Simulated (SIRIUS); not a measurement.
# KI under changes of volume

One of the cells (44.973 Å³/atom); the others are scaled copies at fixed shape and fractional positions:

```
I K
1.0
     0.00000    3.55617    3.55617
     3.55617    0.00000    3.55617
     3.55617    3.55617    0.00000
I K
1 1
Direct
  0.50000 0.50000 0.50000
  0.00000 0.00000 0.00000
```

```yaml
Program: SIRIUS 7.12.0
Functional: PBEsol
Potentials_or_basis: all-electron FP-LAPW
Cutoff: 149 eV
Basis: apw+lo standard
k_mesh: 7 × 7 × 7
Occupations: fermi-dirac, width 0.05 eV
Spin: no spin polarisation
```

| volume (Å³/atom) | energy over the lowest point (meV/atom) | gap on the mesh (eV) |
| --- | --- | --- |
| 41.445 | ? | ? |
| 42.327 | 0.36 | 3.91 |
| 43.209 | 0.00 | 3.86 |
| 44.973 | 3.08 | 3.78 |
| 45.854 | 6.26 | 3.74 |
| 46.736 | 10.29 | 3.70 |

Task: What does the run at 41.445 Å³/atom give?

Result: Energy over the lowest point 2.37 meV/atom; gap on the mesh 3.96 eV.

Worked out: A Birch-Murnaghan fit of order 3 (a polynomial in V^(-2/3)) to the other rows has its minimum at 43.00 Å³/atom with B0 = V·E''(V) = 12.2 GPa and B' = 5.5. It gives 2.25 meV/atom at 41.445 Å³/atom, against the run's 2.37. A straight line through the other rows of the gap, of slope -2.09 eV per unit of ln V (its deformation potential), extrapolates to 3.95 eV, against the run's 3.96.

Energies are extrapolated to zero smearing.

Caveats: spin-orbit coupling is left out, which moves the levels of the heavy elements; an odd mesh through Γ misses points on the zone boundary, where band edges often lie (some runs).
